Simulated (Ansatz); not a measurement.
**I: from a first guess to the relaxed fcc type**

First guess:

```
CELL_PARAMETERS angstrom
0.00000 1.94691 1.94691
1.94691 0.00000 1.94691
1.94691 1.94691 0.00000
ATOMIC_POSITIONS crystal
I 0.00000 0.00000 0.00000
```

The calculation used DFT, PBE, PAW with Ansatz's default frozen-core files, scalar-relativistic in Ansatz 0.2.0.

Cell and atoms relax within the symmetry of the start on a 14×14×14 k mesh with 0.08 eV Fermi–Dirac smearing.

The start is built from a prototype, known or not as a phase of this compound; the cutoff is 420 eV.

No spin–orbit coupling, which matters for the heavy atoms here.

Task: What is the pressure of the first guess?

Result: 181.9 GPa.

Task: What does it relax to?

Result: a = 5.201 Å, b = 5.201 Å, c = 5.201 Å, α = 90.00°, β = 90.00°, γ = 90.00° (conventional cell), 35.18 Å³ per atom:
Space group Fm-3m (No. 225). a = 5.201 Å, b = 5.201 Å, c = 5.201 Å, α = 90.00°, β = 90.00°, γ = 90.00°
```json
{"atom": "I", "site": "4a", "symmetry": "m-3m", "x": "0.0000", "y": "0.0000", "z": "0.0000"}
```

Task: How much energy does the relaxation release?

Result: 5007 meV/atom.
